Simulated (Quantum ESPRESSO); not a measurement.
# HgTe (I-4m2) in Quantum ESPRESSO: single point with PBEsol

Aim: the single point of HgTe with PBEsol.

Program: Quantum ESPRESSO 7.5. These are calculated values, not measurements. Logs are shortened: lines on timing, memory, paths and dates and some standing lists are left out, and cuts for length are marked.

## 1. The crystal as given

It takes space group I-4m2 (No. 119, tetragonal). The conventional cell has a = 6.091 Å, b = 6.091 Å, c = 3.119 Å, α = 90.00°, β = 90.00°, γ = 90.00°. Hg (site symmetry -4m2) has 2 Hg at 3.12 Å and 4 Te at 3.14 Å as nearest neighbours. Around Te (site symmetry -4m2) lie 2 Te at 3.12 Å and 4 Hg at 3.14 Å.

Measurements of this composition are mostly on another form, of space group No. 216.

## 2. Single point, PBEsol

File scf.in:

```
&CONTROL
  calculation = 'scf'
  prefix = 'pwscf'
  outdir = './tmp'
  pseudo_dir = './pseudo'
/
&SYSTEM
  ibrav = 0
  nat = 2
  ntyp = 2
  ecutwfc = 80
  nbnd = 26
  occupations = 'smearing'
  smearing = 'fd'
  degauss = 0.00367493
  force_symmorphic = .true.
/
&ELECTRONS
  conv_thr = 4d-10
  electron_maxstep = 120
  mixing_beta = 0.5
/
ATOMIC_SPECIES
Hg   200.5920 Hg.upf
Te   127.6000 Te.upf
CELL_PARAMETERS angstrom
  -3.0456030000    3.0456030000    1.5594100000
   3.0456030000   -3.0456030000    1.5594100000
   3.0456030000    3.0456030000   -1.5594100000
ATOMIC_POSITIONS angstrom
Hg     0.0000000000    3.0456030000    0.7797050000
Te     0.0000000000    0.0000000000    0.0000000000
K_POINTS automatic
10 10 10 0 0 0
```

File nscf.in:

```
&CONTROL
  calculation = 'nscf'
  prefix = 'pwscf'
  outdir = './tmp'
  pseudo_dir = './pseudo'
/
&SYSTEM
  ibrav = 0
  nat = 2
  ntyp = 2
  ecutwfc = 80
  nbnd = 38
  occupations = 'smearing'
  smearing = 'fd'
  degauss = 0.00367493
  force_symmorphic = .true.
/
&ELECTRONS
  conv_thr = 1d-08
  diago_full_acc = .true.
  diago_thr_init = 1d-06
/
ATOMIC_SPECIES
Hg   200.5920 Hg.upf
Te   127.6000 Te.upf
CELL_PARAMETERS angstrom
  -3.0456030000    3.0456030000    1.5594100000
   3.0456030000   -3.0456030000    1.5594100000
   3.0456030000    3.0456030000   -1.5594100000
ATOMIC_POSITIONS angstrom
Hg     0.0000000000    3.0456030000    0.7797050000
Te     0.0000000000    0.0000000000    0.0000000000
K_POINTS automatic
10 10 10 0 0 0
```

Potentials or basis: PseudoDojo 0.4.1 SR PBEsol standard.

The run is started by

```console
$ OMP_NUM_THREADS=1 pw.x -in scf.in > scf.out
$ OMP_NUM_THREADS=1 pw.x -in nscf.in > nscf.out
```

scf.out:

```text
This program is part of the open-source Quantum ESPRESSO suite
     for quantum simulation of materials; please cite
[... 9 lines left out ...]
     --------------------
     sticks:   dense  smooth     PW     G-vecs:    dense   smooth      PW
     Sum        1219    1219    407                37773    37773    7121

     Using Slab Decomposition

     bravais-lattice index     =            0
     lattice parameter (alat)  =       8.6563  a.u.
     unit-cell volume          =     390.4483 (a.u.)^3
     number of atoms/cell      =            2
     number of atomic types    =            2
     number of electrons       =        36.00
     number of Kohn-Sham states=           26
     kinetic-energy cutoff     =      80.0000  Ry
     charge density cutoff     =     320.0000  Ry
     scf convergence threshold =      4.0E-10
     mixing beta               =       0.5000
     number of iterations used =            8  plain     mixing
     Exchange-correlation= PBESOL
                           (   1   4  10   8   0   0   0)

     celldm(1)=   8.656339  celldm(2)=   0.000000  celldm(3)=   0.000000
     celldm(4)=   0.000000  celldm(5)=   0.000000  celldm(6)=   0.000000

     crystal axes: (cart. coord. in units of alat)
               a(1) = (  -0.664872   0.664872   0.340428 )
               a(2) = (   0.664872  -0.664872   0.340428 )
               a(3) = (   0.664872   0.664872  -0.340428 )

     reciprocal axes: (cart. coord. in units 2 pi/alat)
               b(1) = (  0.000000  0.752025  1.468741 )
               b(2) = (  0.752025  0.000000  1.468741 )
               b(3) = (  0.752025  0.752025  0.000000 )

     PseudoPot. # 1 for Hg read from file:
     Hg.upf
     Pseudo is Norm-conserving + core correction, Zval = 20.0
     Generated using ONCVPSP code by D. R. Hamann
     Using radial grid of 1246 points,  7 beta functions with:
                l(1) =   0
                l(2) =   0
                l(3) =   1
                l(4) =   1
                l(5) =   2
                l(6) =   2
                l(7) =   3

     PseudoPot. # 2 for Te read from file:
     Te.upf
     Pseudo is Norm-conserving + core correction, Zval = 16.0
     Generated using ONCVPSP code by D. R. Hamann
     Using radial grid of 1294 points,  6 beta functions with:
                l(1) =   0
                l(2) =   0
                l(3) =   1
                l(4) =   1
                l(5) =   2
                l(6) =   2

     atomic species   valence    mass     pseudopotential
     Hg               20.00   200.59200     Hg( 1.00)
     Te               16.00   127.60000     Te( 1.00)

      8 Sym. Ops. (no inversion) found

   Cartesian axes

     site n.     atom                  positions (alat units)
         1        Hg     tau(   1) = (   0.0000000   0.6648718   0.1702139  )
         2        Te     tau(   2) = (   0.0000000   0.0000000   0.0000000  )

     number of k points=   102  Fermi-Dirac smearing, width (Ry)=  0.0037

     Number of k-points >= 100: set verbosity='high' to print them.

     Dense  grid:    37773 G-vectors     FFT dimensions: (  50,  50,  50)

     Initial potential from superposition of free atoms

     starting charge      35.9997, renormalised to      36.0000
     Starting wfcs are   19 randomized atomic wfcs +    7 random wfcs

     Self-consistent Calculation

     iteration #  1     ecut=    80.00 Ry     beta= 0.50
     Davidson diagonalization with overlap
     ethr =  1.00E-02,  avg # of iterations =  4.8

     Threshold (ethr) on eigenvalues was too large:
     Diagonalizing with lowered threshold

     Davidson diagonalization with overlap
     ethr =  1.25E-04,  avg # of iterations =  3.8

     total energy              =    -542.44359723 Ry
     estimated scf accuracy    <       0.04539053 Ry

     iteration #  2     ecut=    80.00 Ry     beta= 0.50
     Davidson diagonalization with overlap
     ethr =  1.26E-04,  avg # of iterations =  2.3

     total energy              =    -542.45655715 Ry
     estimated scf accuracy    <       0.01760539 Ry

     iteration #  3     ecut=    80.00 Ry     beta= 0.50
     Davidson diagonalization with overlap
     ethr =  4.89E-05,  avg # of iterations =  2.0

     total energy              =    -542.45997074 Ry
     estimated scf accuracy    <       0.00055850 Ry

     iteration #  4     ecut=    80.00 Ry     beta= 0.50
     Davidson diagonalization with overlap
     ethr =  1.55E-06,  avg # of iterations =  4.5

     total energy              =    -542.46004618 Ry
     estimated scf accuracy    <       0.00003106 Ry

     iteration #  5     ecut=    80.00 Ry     beta= 0.50
     Davidson diagonalization with overlap
     ethr =  8.63E-08,  avg # of iterations =  1.9

     total energy              =    -542.46004793 Ry
     estimated scf accuracy    <       0.00000377 Ry

     iteration #  6     ecut=    80.00 Ry     beta= 0.50
     Davidson diagonalization with overlap
     ethr =  1.05E-08,  avg # of iterations =  2.0

     total energy              =    -542.46004847 Ry
     estimated scf accuracy    <       0.00000031 Ry

     iteration #  7     ecut=    80.00 Ry     beta= 0.50
     Davidson diagonalization with overlap
     ethr =  8.73E-10,  avg # of iterations =  2.0

     total energy              =    -542.46004855 Ry
     estimated scf accuracy    <       0.00000001 Ry

     iteration #  8     ecut=    80.00 Ry     beta= 0.50
     Davidson diagonalization with overlap
     ethr =  3.54E-11,  avg # of iterations =  2.0

     End of self-consistent calculation

     Number of k-points >= 100: set verbosity='high' to print the bands.

     the Fermi energy is    10.9782 ev

!    total energy              =    -542.46004855 Ry
     estimated scf accuracy    <          1.7E-10 Ry
     smearing contrib. (-TS)   =      -0.00073797 Ry
     internal energy E=F+TS    =    -542.45931059 Ry

     The total energy is F=E-TS. E is the sum of the following terms:
     one-electron contribution =    -255.60372785 Ry
     hartree contribution      =     137.78360724 Ry
     xc contribution           =    -103.56010478 Ry
     ewald contribution        =    -321.07908520 Ry

     convergence has been achieved in   8 iterations

=------------------------------------------------------------------------------=
   JOB DONE.
=------------------------------------------------------------------------------=
```

Run time: 4.9 min. Hardware: 1 thread of AMD EPYC 7R43 (Zen 3), shared host; peak memory 0.24 GiB.

What came out:

```
Band gap on the k mesh, mean-field level : none (metal or under the smearing width)
```

The run has no spin-orbit coupling, so splittings on Hg, Te are missing.
